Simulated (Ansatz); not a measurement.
# Si$_{2}$W (I4/mmm) under several functionals

**Experimental background.**

From “Giant magnetoresistance, Fermi surface topology, Shoenberg effect and vanishing quantum oscillations in type-II Dirac semimetal candidates MoSi2 and WSi2”, 2022, arxiv:2202.05362, for a powder of Si2W: lattice constant a 3.21395 Å; lattice constant c 7.83128 Å.

Plane-wave DFT in Ansatz with scalar-relativistic PAW potentials. The same structure was relaxed (cell and atoms, symmetry kept) in separate runs at each level. No spin polarisation.

| level | cutoff (eV) | k mesh | V (Å³/atom) | a (Å) | c (Å) | B0 (GPa) |
| --- | --- | --- | --- | --- | --- | --- |
| PBE+D3(BJ) | 420 | 18×18×18 | 13.251 | 3.193 | 7.798 | – |
| PBEsol | 420 | 18×18×18 | 13.361 | 3.203 | 7.816 | 231 |
| r2SCAN | 500 | 18×18×18 | 13.414 | 3.211 | 7.805 | 232 |
| PBE | 420 | 18×18×18 | 13.671 | 3.229 | 7.867 | 217 |

**Question.** Where does LDA (420 eV, k mesh 18×18×18) fall?

**Answer.** V (Å³/atom) 13.143, a (Å) 3.185, c (Å) 7.772. Its volume is the smallest of the set. The usual order of volumes, LDA < PBEsol < PBE, holds here (13.143, 13.361, 13.671 Å³/atom). As a rule LDA overbinds; PBEsol, built on the gradient expansion of slowly varying densities, lies between LDA and PBE; PBE's stronger gradient term for exchange weakens bonds. Adding D3 to PBE changes the volume by -3.1 %; the term is attractive, so it pulls cells in. In metals the pairwise form ignores screening by the conduction electrons and often pulls in too far. r2SCAN lies 1.9 % under PBE in volume. B0 goes from 231.1 to 216.8 GPa as the volume grows by 2.3 %; on one curve with B' = 4.4 the volume alone, B ∝ V^(−B'), would give 209.1 GPa, and the rest of the difference is the functional's own stiffness.

For PBE: Measured lattice constant a of Si2W: 3.21395 Å (powder; “Giant magnetoresistance, Fermi surface topology, Shoenberg effect and vanishing quantum oscillations in type-II Dirac semimetal candidates MoSi2 and WSi2”, 2022, arxiv:2202.05362). This calculation gives 3.229 Å (+0.5 %). A measured lattice constant c of Si2W is 7.83128 Å (powder; “Giant magnetoresistance, Fermi surface topology, Shoenberg effect and vanishing quantum oscillations in type-II Dirac semimetal candidates MoSi2 and WSi2”, 2022, arxiv:2202.05362); the calculated 7.867 Å misses it by +0.5 %. The calculations are for 0 K without zero-point motion, and in metals axial ratios are sensitive to mesh and smearing.

Spin-orbit coupling is left out, which matters for the bands of heavy elements.